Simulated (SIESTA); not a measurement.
Crystal: Zr.

```
CELL_PARAMETERS angstrom
3.23200 0.00000 0.00000
-1.61600 2.79899 0.00000
0.00000 0.00000 5.14700
ATOMIC_POSITIONS crystal
Zr 0.66667 0.33333 0.75000
Zr 0.33333 0.66667 0.25000
```

```yaml
Program: SIESTA 5.4.2
Task: single point
Functional: PBE
Potentials_or_basis: PseudoDojo 0.4 standard (PBE files)
Basis: DZP (energy shift 0.002 Ry)
Grid_cutoff: 800 Ry
Energy_shift: 0.002 Ry
k_mesh: 9 × 9 × 5
Occupations: fermi-dirac, width 0.05 eV
Spin: no spin polarisation
```

On this cell: pressure 0.8 GPa; largest force under 0.003 eV/Å; band gap on the k mesh none (metal or under the smearing width).

The same run follows on a disturbed copy (atoms moved at random, drawn with an rms of 0.05 Å):

```
Zr
1.0
     3.23200    0.00000    0.00000
    -1.61600    2.79899    0.00000
     0.00000    0.00000    5.14700
Zr
2
Direct
  0.66214 0.33864 0.74918
  0.34713 0.68258 0.24458
```

Q: What does the disturbed cell give?

A: The energy (extrapolated to zero smearing) moves by +1.2 meV/atom; pressure 0.8 GPa; largest force 0.123 eV/Å; band gap on the k mesh none (metal or under the smearing width).

Forces on the atoms (eV/Å):
```
Zr   0.037  0.026 -0.114
Zr  -0.037 -0.026  0.114
```

Stress tensor (GPa, compression positive):
```
 0.22 -0.35 -0.01
-0.35  0.73 -0.01
-0.01 -0.01  1.54
```

Caveats: semicore shells carry a single zeta, which can move pressures by several GPa and volumes by a few percent; the basis of atomic orbitals isn't converged, which shifts pressures, moduli and gaps.
